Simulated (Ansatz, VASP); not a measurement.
One calculation of Be, two programs

Contents of INCAR:

```
SYSTEM = Be
PREC = Accurate
ENCUT = 520
EDIFF = 1E-7
ISMEAR = -1
SIGMA = 0.1
LREAL = .FALSE.
LASPH = .TRUE.
NELM = 100
ALGO = Normal
ISIF = 2
LWAVE = .FALSE.
LCHARG = .FALSE.
GGA = RP
NBANDS = 7
```

Contents of KPOINTS:

```
Automatic mesh
0
G
  16 16 16
  0 0 0
```

File POSCAR:

```
Be
1.0
    2.1314286895      0.0000000000      0.0000000000
    0.0000000000      2.1314286895      0.0000000000
    0.0000000000      0.0000000000      2.1314286895
Be
1
Direct
    0.0000000000      0.0000000000      0.0000000000
```

Input for Ansatz:

```yaml
crystal:
  lattice:
    - [2.1314286895, 0.0, 0.0]
    - [0.0, 2.1314286895, 0.0]
    - [0.0, 0.0, 2.1314286895]
  atoms:
    - { symbol: Be, position: [0.0, 0.0, 0.0] }
hamiltonian:
  xc: rpbe
  pseudopotentials:
    kind: paw
    azcp:
      Be: "pseudopotentials/Be.paw.azcp"
basis:
  ecutwfc: 420
  fft_grid_basis: typed
kpoints:
  mp_grid: { grid: [16, 16, 16], shift: [0, 0, 0] }
magnetization:
  spin_polarized: false
scf:
  occupations: { method: fermi_dirac, width: 0.1 }
  lower_state_search: "off"
output:
  stress: true
```

Alike in both runs: task single point; functional RPBE; k mesh 16 × 16 × 16; occupations fermi-dirac, width 0.1 eV; no spin polarisation.

|  | VASP | Ansatz |
| --- | --- | --- |
| version | VASP 6.6.1 | Ansatz 0.2.0 |
| potentials or method | VASP PAW PBE potentials, release 64 (Be) | plane waves (420 eV) with PAW, scalar-relativistic |
| plane-wave cutoff (eV) | 520 | 420 |
| valence electrons in the cell | 2 | 2 |

|  | VASP | Ansatz | Ansatz less VASP |
| --- | --- | --- | --- |
| pressure (GPa) | 7.1 | 7.1 | +0.02 |

Caveats: the PAW data sets were made with another functional, which shifts forces and pressure a little (VASP).
